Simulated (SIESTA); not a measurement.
The system is Mo.

```xyz
1
Lattice="-1.5838 1.5838 1.5838 1.5838 -1.5838 1.5838 1.5838 1.5838 -1.5838" Properties=species:S:1:pos:R:3 pbc="T T T"
Mo    0.0000    0.0000    0.0000
```

| Property | Result |
| --- | --- |
| Program | SIESTA 5.4.2 |
| Task | relaxation of cell and atoms |
| Functional | BLYP |
| Potentials or basis | PseudoDojo 0.4 standard (PBE files) |
| Basis | DZP (energy shift 0.003 Ry; two zetas on semicore shells) |
| Grid cutoff | 800 Ry |
| Energy shift | 0.003 Ry |
| k mesh | 12 × 12 × 12 |
| Occupations | fermi-dirac, width 0.05 eV |
| Spin | no spin polarisation |

At the start: pressure 11.0 GPa; volume 15.89 Å³/atom.

Q: Where does the relaxation end?

A: Over 4 steps the energy falls by 22.3 meV/atom and the volume is 16.59 Å³/atom (+4.4 %); space group Im-3m (No. 229, to 0.05 Å).

Step by step:
| step | energy change (eV) | largest force (eV/Å) | pressure (GPa) | volume (Å³) |
| --- | --- | --- | --- | --- |
| 1 | 0.0000 | 0.0000 | 11.00 | 15.89 |
| 2 | -0.0216 | 0.0000 | 1.89 | 16.45 |
| 3 | 0.0033 | 0.0000 | -9.89 | 17.37 |
| 4 | -0.0223 | 0.0000 | -0.10 | 16.59 |

Final structure:
```xyz
1
Lattice="-1.6066 1.6066 1.6066 1.6066 -1.6066 1.6066 1.6066 1.6066 -1.6066" Properties=species:S:1:pos:R:3 pbc="T T T"
Mo    0.0000    0.0000    0.0000
```

Caveat: the potentials were made for another functional, which shifts forces and pressure; the basis of atomic orbitals isn't converged, which shifts pressures, moduli and gaps.
